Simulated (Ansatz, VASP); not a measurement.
# Cross-check of PtSe2 between VASP and Ansatz

Wanted: the spread between two codes on one cell, functional and k mesh. The structure shown is the start of the Ansatz relaxation below; VASP solves that cell, so the two are compared at the walk's first step.

Method: plane waves, with VASP 6.6.1 beside it; single point at PBE, in Ansatz 0.2.0.

### 1. Starting point

The cell holds 3 atoms: 1 Pt and 2 Se. Cell: a = 3.724 Å, b = 3.724 Å, c = 28.862 Å, α = 90.0°, β = 90.0°, γ = 120.0°. It derives from PtSe2. As first built, before any earlier steps moved the atoms (in the runner's words): one layer cut from layered PtSe2 (space group P-3m1). Vacuum lies along c. The height across the vacuum is the one that the program set for its solve, not the one typed.

Structure file:

```cif
data_structure
_symmetry_space_group_name_H-M 'P 1'
_symmetry_Int_Tables_number 1
_cell_length_a 3.7240
_cell_length_b 3.7240
_cell_length_c 28.8620
_cell_angle_alpha 90.000
_cell_angle_beta 90.000
_cell_angle_gamma 120.000
_cell_volume 346.64
loop_
_atom_site_label
_atom_site_type_symbol
_atom_site_fract_x
_atom_site_fract_y
_atom_site_fract_z
_atom_site_occupancy
Pt1 Pt 0.33333 0.66667 0.32103 1
Se2 Se 0.00000 0.00000 0.36487 1
Se3 Se 0.66667 0.33333 0.27718 1
```

### 2. Ansatz: relaxation, PBE

Ansatz runs on its default PAW (the set named soft_2) files.

The two programs are compared at the cell with which this relaxation starts, whose forces are those of its first step.

input.yaml reads:

```yaml
crystal:
  lattice:
    - [3.724, 0.0, 0.0]
    - [-1.862, 3.2250786, 0.0]
    - [0.0, 0.0, 18.531]
  atoms:
    - { symbol: Pt, position: [0.33333333, 0.66666667, 0.5] }
    - { symbol: Se, position: [0.0, 0.0, 0.56829097] }
    - { symbol: Se, position: [0.66666667, 0.33333333, 0.43170903] }
  periodic: [true, true, false]
kpoints:
  mp_grid: { grid: [8, 8, 1] }
scf:
  occupations: { method: fermi_dirac, width: 0.05 }
hamiltonian:
  xc: pbe
  pseudopotentials: { kind: paw }
output:
  forces: true
  stress: true
relax:
  f_tol: 0.02
  max_steps: 50
  cell: {}
```

Launch:

```console
$ ansatz run input.yaml --threads 4 --pin off --max-ram 8192MiB --backend cpu --events-out ev --progress --plain --runs-dir out
```

Numbers of over 12 decimals in the logs are rounded to 6 here.

The log of the run:

```text
Warning: crystal.periodic: the lattice vector that does not repeat stood 0.000° off the slab's normal, 18.531 Å along it as the deck builds it. The run solves the slab on a vector along the normal, 28.862 Å long, with every atom where it was (on the deck's vector they left 16.00 Å outside them, and the widest stretch free of ions among them is 1.27 Å). A fractional position that the run reports is one of the run's ce [...]
crystal.periodic: the lattice vector that does not repeat stood 0.000° off the slab's normal, 18.531 Å along it as the deck builds it. The run solves the slab on a vector along the normal, 28.862 Å long, with every atom where it was (on the deck's vector they left 16.00 Å outside them, and the widest stretch free of ions among them is 1.27 Å). A fractional position that the run reports is one of the run's cell, which [...]
Engine: ansatz 0.2.0, aarch64-unknown-linux-gnu
Pseudopotentials: kind: paw
Pseudopotential: Pt, paw, valence charge 18, recommended cutoff 420 eV (normal), Pt.paw.azcp
Pseudopotential: Se, paw, valence charge 16, recommended cutoff 420 eV (normal), Se.paw.azcp
Functional definition: PBE
  parameter kappa = 0.804
  parameter beta = 0.066725
  exchange = pbe_x(kappa = kappa, mu = beta*pi^2/3)
  correlation = pbe_c(beta = beta)
Crystal: 3 atoms, lattice volume = 346.638 Å³
Basis set: ecut = 420 eV, 6817 PW (Γ), exchange–correlation on 50×50×400 points (8 copies of the dense FFT grid, shifted against one another)
Bands: 30, of which v1, the nominal top of the filled ones, is band 25 counted from 1 (24 counted from 0)
Symmetry: 12 space group operations
Space group: P-3m1 (ITA 164), of the structure as read, at distance tolerance 7.0e-5 Å
k-points: 10 of 64
Non-local potential: Pt, projectors of the file, l = 0: 3, l = 1: 2, l = 2: 2, l = 3: 1
Non-local potential: Se, projectors of the file, l = 0: 2, l = 1: 2, l = 2: 3, l = 3: 1
PAW form: soft (Blöchl's): semilocal exchange-correlation on the pseudo side does not see the compensation charge
PAW one-centre angular grid: Pt, 590 points (default); XC on 64 Gauss nodes
PAW one-centre angular grid: Se, 590 points (default); XC on 64 Gauss nodes
Initial density: superposition of atomic densities (neutral atoms: chi_scale 0, normalization atom), corrected by the library's trained network
Initial wavefunctions: pseudopotential atomic-orbital guess
Functional: x = pbe(κ = 0.804, μ = 0.219515), c = pbe(β = 0.066725)
SCF iter   1: F=—  HF=-23462.327695 eV  |F-HF|=—  |Δ(HF+E_count)|=         —  Δρ=1.41e-3  dr2=7.12e-3  ethr=1.77e-3  ⟨swp⟩=12.9  Hψ=1886  notcnv=0
preconditioner: auto → Resta (q_TF=auto, 1.976 Å⁻¹)  ε∞=2.0  [insulator: Δε(μ)=1.452 eV  Ē_g=9.518 eV  σ=0.050 eV  W_gap=1.00  n_scr=36 (ndim 8)  ℏωp=9.4 eV  f_vac=0.788  D(μ)=0.00/eV (n_scr^D=0)  ε∞_Penn≈2.0  vacuum switching on, ρ_ref=6.6e-3 e/Å³]
[...]
SCF iter   2: F=—  HF=-23462.330676 eV  |F-HF|=—  |Δ(HF+E_count)|=   2.10e-3  Δρ=1.67e-3  dr2=8.07e-3  ethr=3.07e-5  ⟨swp⟩=3.8  Hψ=665  notcnv=0
SCF iter   3: F=—  HF=-23462.330614 eV  |F-HF|=—  |Δ(HF+E_count)|=   6.16e-5  Δρ=1.03e-3  dr2=4.83e-3  ethr=1.57e-5  ⟨swp⟩=2.7  Hψ=455  notcnv=0
SCF iter   4: F=—  HF=-23462.330023 eV  |F-HF|=—  |Δ(HF+E_count)|=   5.92e-4  Δρ=1.99e-4  dr2=1.15e-4  ethr=9.40e-6  ⟨swp⟩=3.1  Hψ=477  notcnv=0
SCF iter   5: F=—  HF=-23462.329994 eV  |F-HF|=—  |Δ(HF+E_count)|=   2.81e-5  Δρ=5.60e-5  dr2=1.13e-5  ethr=2.24e-7  ⟨swp⟩=3.4  Hψ=518  notcnv=0
SCF iter   6: F=—  HF=-23462.329997 eV  |F-HF|=—  |Δ(HF+E_count)|=   2.05e-6  Δρ=1.20e-5  dr2=9.02e-7  ethr=2.20e-8  ⟨swp⟩=3.0  Hψ=508  notcnv=0
SCF iter   7: F=-23462.329997 eV  HF=-23462.329997 eV  |F-HF|=2.09e-8  |Δ(HF+E_count)|=   2.40e-7  Δρ=4.70e-6  dr2=1.07e-7  ethr=5.83e-10  ⟨swp⟩=7.0  Hψ=1351  notcnv=0
SCF 2 converged in 7 iterations: F = -23462.329997 eV  dr2 = 1.07e-7
relax step   2: F+E_penalty+E_count = -23462.32999678 eV  Δ(F+E_penalty+E_count) = -9.347e-3 eV  max|allowed force component| = 5.606e-1 eV/Å  Δτ_max = 0.1024 Å  P = -1.159 N/m  Ω = 348.454 Å³  energy of the carried Pulay correction = -6.654e-5 eV  fix = [c, alpha, beta]  reactions: c -0.000 N/m  (7 SCF iters, dr2 threshold 3.00e-7 eV, accepted)
[...]
relax step   3: F+E_penalty+E_count = -23462.36026145 eV  Δ(F+E_penalty+E_count) = -3.026e-2 eV  max|allowed force component| = 3.165e-2 eV/Å  Δτ_max = 0.0550 Å  P = -0.010 N/m  Ω = 350.493 Å³  energy of the carried Pulay correction = -1.408e-4 eV  fix = [c, alpha, beta]  reactions: c -0.000 N/m  (6 SCF iters, dr2 threshold 3.00e-7 eV, accepted)
[...]
relax step   4: F+E_penalty+E_count = -23462.36037970 eV  Δ(F+E_penalty+E_count) = -1.183e-4 eV  max|allowed force component| = 1.842e-3 eV/Å  Δτ_max = 0.0043 Å  P = +0.024 N/m  Ω = 350.927 Å³  energy of the carried Pulay correction = -1.566e-4 eV  fix = [c, alpha, beta]  reactions: c +0.000 N/m  (5 SCF iters, dr2 threshold 6.26e-8 eV, accepted)
[...]
relax step   5: F+E_penalty+E_count = -23462.36052204 eV  Δ(F+E_penalty+E_count) = -1.423e-4 eV  max|allowed force component| = 1.762e-3 eV/Å  Δτ_max = 0.0000 Å  P = +0.023 N/m  Ω = 350.927 Å³  fix = [c, alpha, beta]  reactions: c +0.000 N/m  stress off target by 2.29e-2 N/m on what of the cell is left free  SCF on the basis re-selected at this cell (its energy is not comparable with the rows above)  (7 SCF iters)
basis re-selected at this cell: Δ(F+E_penalty+E_count) = -1.423e-4 eV, ΔP = -0.001 N/m vs the last step (what re-selecting the basis moved, of the pressure what is left beyond the Pulay correction that the steps carried, after the strain that the cell walked since its last selection, with what the two solves' SCF thresholds leave and, on support functions, any second-order correction that the steps lacked; it is no measure of the basis error at this ecutwfc). The dense FFT grid was sized anew with the basis: this SCF ran on 27×27×200 points, the steps before it on 25×25×200, so part of this shift can come from that change (see relax.cell in the input reference). [rest of the remark cut]
SCF converged after 7 iterations
Free energy (F): -23462.360522 eV
Harris-Foulkes:  -23462.360522 eV  (|F-HF|=2.09e-7)
Internal energy: -23462.360522 eV  (E = F + TS)
E sigma→0 (E₀):  -23462.360522 eV
Entropy (-TS):   -0.000000 eV (-0.000 meV/atom)
Fermi energy:    -5.010881 eV
--- Per-component energies (eV) ---
  E_band       = -1846.477088
  E_kinetic    = 872.337139
  E_local      = -116370.146751  (includes V_loc(G=0)·N_el)
  E_nonlocal   = -990.867626
  E_hartree    = 57496.670939
  E_xc         = -469.378293
  E_vxc        = -498.071605  (∫ρ·V_xc dr)
  E_paw        = -13277.742388  (= ΣΔE_a)
  E_vpaw       = 146.931460  (= ΣTr[D̂ρ^β])
  E_aug_tail   = -0.001005  (compensation charges beyond the density's cutoff)
  E_ewald      = 49276.767463
  E_smearing   = -0.000000  (= −TS)
  E_closure    = 0.000000  (closes the sum)
  Σ components = -23462.360522   (vs F -23462.360522, Δ=0.00e0)
--- Forces (eV/Å), atoms counted from 1 ---
  atom   1  Pt     0.00000000     0.00000000     0.00000000
  atom   2  Se     0.00000000     0.00000000     0.00176225
  atom   3  Se    -0.00000000    -0.00000000    -0.00176225
  max |Σ_I F_I| component: 2.31e-18 eV/Å
--- 2D stress c σ (N/m, compression-positive) ---
        0.022877      -0.000000       0.000000
       -0.000000       0.022877       0.000000
        0.000000       0.000000       0.000000
  P = ½ c Tr σ = 0.0229 N/m
--- Relaxed structure (4 steps of the walk, 4 accepted, 1 SCFs on fresh bases) ---
  F+E_penalty+E_count = -23462.36052204 eV   max|allowed force component| = 1.762e-3 eV/Å   (the final SCF, on the basis selected at the relaxed cell)
  cell:  # Å, volume = 350.9274 Å³
    - [3.746969, 0.0, 0]
    - [-1.873485, 3.244970, 0]
    - [0, 0, 28.86199986028]
  atoms:
    - { symbol: Pt, position: [0.333333, 0.666667, 0.321028] }
    - { symbol: Se, position: [0, 0, 0.366370] }
    - { symbol: Se, position: [0.666667, 0.333333, 0.275685] }
```

In the SCF lines HF is the Harris–Foulkes energy and dr2 the Hartree energy of the density residual, in eV; the loop may stop once dr2 is under the threshold and the program's other checks hold. Hψ counts applications of the Hamiltonian.

### 3. VASP: single point, PBE, start cell

The same cell, functional, mesh and smearing now go to VASP, with its own data sets.

Lines of VASP's logs that name or quote its potential files are left out, and so is its time.

INCAR reads:

```
SYSTEM = PtSe2
PREC = Accurate
ENCUT = 400
EDIFF = 1E-06
NELM = 120
ISMEAR = -1
SIGMA = 0.05
LREAL = .FALSE.
ALGO = Normal
GGA = PE
NBANDS = 17
LASPH = .TRUE.
LORBIT = 11
LWAVE = .FALSE.
LCHARG = .FALSE.
ISIF = 2
LDIPOL = .TRUE.
IDIPOL = 3
DIPOL = 0.5 0.5 0.321
LVHAR = .TRUE.
GGA_COMPAT = .FALSE.
EFERMI = MIDGAP
NELMDL = -8
KPAR = 2
```

POSCAR reads:

```
PtSe2
1.0
    3.7240000000      0.0000000000      0.0000000000
   -1.8620000000      3.2250790000      0.0000000000
    0.0000000000      0.0000000000     28.8620000000
Pt Se
1 2
Direct
    0.3333332300      0.6666664600      0.3210276488
    0.0000000000      0.0000000000      0.3648742291
    0.6666666150      0.3333332300      0.2771810685
```

KPOINTS reads:

```
Automatic mesh
0
Gamma
8 8 1
0 0 0
```

The projector-augmented-wave data sets are Pt and Se (PBE family, release 64).

Launch:

```console
$ mpirun -np 2 vasp_std
```

The log of the run:

```text
[banner, memory and clock lines left out]
running    2 mpi-ranks, on    1 nodes
 distrk:  each k-point on    1 cores,    2 groups
 distr:  one band on    1 cores,    1 groups

 POSCAR found type information on POSCAR PtSe
 POSCAR found :  2 types and       3 ions
 LDA part: xc-table for (Slater+PW92), standard interpolation
 POSCAR, INCAR and KPOINTS ok, starting setup
 FFT: planning ... GRIDC
 FFT: planning ... GRID_SOFT
 FFT: planning ... GRID
 WAVECAR not read
 entering main loop
       N       E                     dE             d eps       ncg     rms          rms(c)
DAV:   1     0.163210488625E+03    0.16321E+03   -0.59993E+03   340   0.738E+02
DAV:   2     0.298307972595E+01   -0.16023E+03   -0.15197E+03   564   0.149E+02
DAV:   3    -0.148660814519E+02   -0.17849E+02   -0.17743E+02   439   0.652E+01
DAV:   4    -0.151112038064E+02   -0.24512E+00   -0.24476E+00   462   0.911E+00
DAV:   5    -0.151158546991E+02   -0.46509E-02   -0.46487E-02   437   0.113E+00
DAV:   6    -0.151160322318E+02   -0.17753E-03   -0.17752E-03   511   0.203E-01
DAV:   7    -0.151160392927E+02   -0.70609E-05   -0.70604E-05   469   0.315E-02
DAV:   8    -0.151160394393E+02   -0.14653E-06   -0.14658E-06   463   0.387E-03    0.129E+01
DAV:   9    -0.144488990661E+02    0.66714E+00   -0.48970E+00   389   0.199E+01    0.712E+00
DAV:  10    -0.143179425503E+02    0.13096E+00   -0.14377E+00   374   0.114E+01    0.325E+00
DAV:  11    -0.142595572423E+02    0.58385E-01   -0.11860E-01   422   0.347E+00    0.697E-01
DAV:  12    -0.142567291705E+02    0.28281E-02   -0.28727E-02   439   0.135E+00    0.204E-01
DAV:  13    -0.142568440404E+02   -0.11487E-03   -0.12522E-03   421   0.232E-01    0.218E-01
DAV:  14    -0.142568163933E+02    0.27647E-04   -0.14867E-04   480   0.104E-01    0.216E-01
[...]
DAV:  23    -0.142570328347E+02    0.35140E-04   -0.77672E-05   407   0.412E-02    0.538E-02
DAV:  24    -0.142570518246E+02   -0.18990E-04   -0.61040E-05   387   0.381E-02    0.144E-02
DAV:  25    -0.142570610078E+02   -0.91832E-05   -0.99259E-07   363   0.525E-03    0.136E-02
DAV:  26    -0.142570686756E+02   -0.76678E-05   -0.35091E-06   358   0.831E-03    0.146E-03
DAV:  27    -0.142570719209E+02   -0.32453E-05   -0.54717E-07   352   0.399E-03    0.580E-03
DAV:  28    -0.142570746169E+02   -0.26960E-05   -0.27299E-07   344   0.270E-03    0.147E-03
DAV:  29    -0.142570756690E+02   -0.10522E-05   -0.24713E-07   363   0.251E-03    0.192E-03
DAV:  30    -0.142570763189E+02   -0.64989E-06   -0.12576E-07   362   0.183E-03
   1 F= -.14257076E+02 E0= -.14257076E+02  d E =-.241241E-06
```

From OUTCAR (step 3):

```text
ion  position               nearest neighbor table
   1  0.333  0.667  0.321-   2 2.49   3 2.49   3 2.49   2 2.49   2 2.49   3 2.49
   2  0.000  0.000  0.365-   1 2.49   1 2.49   1 2.49
   3  0.667  0.333  0.277-   1 2.49   1 2.49   1 2.49

  LATTYP: Found a hexagonal cell.
 ALAT       =     3.7240000000
 C/A-ratio  =     7.7502685285

 Subroutine GETGRP returns: Found 12 space group operations
 (whereof  6 operations were pure point group operations)

The static configuration has the point symmetry C_3v.
 The point group associated with its full space group is D_3d.

 Found     10 irreducible k-points:

   k-points           NKPTS =     10   k-points in BZ     NKDIM =     10   number of bands    NBANDS=     17

   dimension x,y,z NGX =    24 NGY =   24 NGZ =  192
   dimension x,y,z NGXF=    48 NGYF=   48 NGZF=  384

   ENCUT  =  400.0 eV  29.40 Ry    5.42 a.u.   6.07  6.07 47.07*2*pi/ulx,y,z

   NELECT =      22.0000    total number of electrons

 k-points in reciprocal lattice and weights: Automatic mesh
   0.00000000  0.00000000  0.00000000       0.016
   0.12500000  0.00000000  0.00000000       0.094
   0.25000000  0.00000000  0.00000000       0.094
   0.37500000  0.00000000  0.00000000       0.094
   0.50000000  0.00000000  0.00000000       0.047
   0.12500000  0.12500000  0.00000000       0.094
   0.25000000  0.12500000  0.00000000       0.188
   0.37500000  0.12500000  0.00000000       0.188
   0.25000000  0.25000000  0.00000000       0.094
   0.37500000  0.25000000  0.00000000       0.094

 dipolmoment           0.000000      0.000000      0.000003 electrons x Angstroem

 average (electrostatic) potential at core
       1 -77.9432       2 -61.8408       3 -61.8408

 E-fermi :  -3.0296

 k-point     1 :       0.0000    0.0000    0.0000
  band No.  band energies     occupation
    ...
      7      -6.7202      2.00000
      8      -4.9115      2.00000
      9      -4.3239      2.00000
     10      -3.8169      2.00000
     11      -3.8169      2.00000
     12      -0.6560      0.00000
     13      -0.6560      0.00000
     14       0.8478      0.00000
     15       1.4219      0.00000
     16       1.8540      0.00000
    ...

 k-point     2 :       0.1250    0.0000    0.0000
  band No.  band energies     occupation
    ...
      7      -6.8378      2.00000
      8      -5.4586      2.00000
      9      -4.0404      2.00000
     10      -3.8711      2.00000
     11      -3.8383      2.00000
     12      -1.6167      0.00000
     13      -0.8904      0.00000
     14       1.3503      0.00000
     15       1.7163      0.00000
     16       2.1995      0.00000
    ...

 k-point     3 :       0.2500    0.0000    0.0000
  band No.  band energies     occupation
    ...
      7      -6.9698      2.00000
      8      -6.0006      2.00000
      9      -4.3663      2.00000
     10      -4.2077      2.00000
     11      -3.8847      2.00000
     12      -2.3282      0.00000
     13      -1.0791      0.00000
     14       1.7538      0.00000
     15       2.2762      0.00000
     16       2.4161      0.00000
    ...

  Total        1.8563222      1.8563226      1.6743048      0.0000000      0.0000000      0.0000000
  in kB        8.5800038      8.5800059      7.7387114      0.0000000      0.0000000      0.0000000
  external PRESSURE =       8.2995737 kB  Pullay stress =       0.0000000 kB

  energy-cutoff  :      400.00
  volume of cell :      346.64
      direct lattice vectors                 reciprocal lattice vectors
     3.724000000  0.000000000  0.000000000     0.268528464  0.155034962  0.000000000
    -1.862000000  3.225079000  0.000000000     0.000000000  0.310069924  0.000000000
     0.000000000  0.000000000 28.862000000     0.000000000  0.000000000  0.034647634

 POSITION                                       TOTAL-FORCE (eV/Angst)
 -----------------------------------------------------------------------------------
      0.00000      2.15005      9.26550         0.000000      0.000000      0.000000
      0.00000      0.00000     10.53100         0.000000     -0.000000      0.672321
      1.86200      1.07503      8.00000        -0.000000     -0.000000     -0.672321
 -----------------------------------------------------------------------------------
    total drift:                                0.000000      0.000272     -0.000024

  FREE ENERGIE OF THE ION-ELECTRON SYSTEM (eV)
  ---------------------------------------------------
  free  energy   TOTEN  =       -14.2570763189 eV

  energy  without entropy=      -14.2570760777  energy(sigma->0) =      -14.25707620

 vacuum level on the upper side and lower side of the slab         1.957         1.957

 total charge
# of ion       s       p       d       tot
------------------------------------------
    1        0.691   0.735   8.017   9.443
    2        1.476   2.264   0.062   3.802
    3        1.476   2.264   0.062   3.802
--------------------------------------------------
tot          3.643   5.262   8.141  17.046

[... 3 further parts left out ...]
```

### 4. Side by side

Known differences besides the potentials themselves: Ansatz cuts the interaction across the vacuum, VASP repeats the sheet with a dipole correction; the data sets hold 50 valence electrons in Ansatz (on its default PAW (the set named soft_2) files) and 22 in VASP; the cutoff is 420 eV in Ansatz and 400 eV in VASP. Total energies have different zeros and are not compared.

Forces (eV/Å; atoms numbered as in POSCAR):

| atom | Ansatz x, y, z | VASP x, y, z |
| --- | --- | --- |
| Pt1 | 0.000, 0.000, 0.000 | 0.000, 0.000, 0.000 |
| Se2 | 0.000, 0.000, 0.672 | 0.000, 0.000, 0.672 |
| Se3 | 0.000, 0.000, -0.672 | 0.000, 0.000, -0.672 |

The forces differ by 0.4 meV/Å r.m.s., which is 0.1 % of the r.m.s. force of 0.317 eV/Å (both taken over all components). With vacuum in the cell, a pressure given here is an average over mostly empty space and none of the material.

### 5. Summary of results

```
r.m.s. force difference (single point, PBE, start cell) : 0.12 % of the r.m.s. force
```

In words: The r.m.s. force difference is 0.12 % of the r.m.s. force (single point, PBE, start cell), within the 3 % picked in this series as the mark of a large difference. The data sets hold unlike numbers of valence electrons (50 in Ansatz and 22 in VASP), so part of the differences comes from the potentials. 1 further run of this series is not shown here. How closely two codes agree says nothing of how well the functional describes the real material.

[Lines on the potential files, build, host, timing and source positions are cut from VASP's logs without a mark.]

[Logs are printed without paths, hosts, clocks, repeated set-up lines and the standing remarks that a program may print on its own settings, such as how far it seeks lower states.]

[Hosts, paths, dates, database ids (printed as entryN), source tags and the programs' standing remarks are cut or masked in the printed files.]
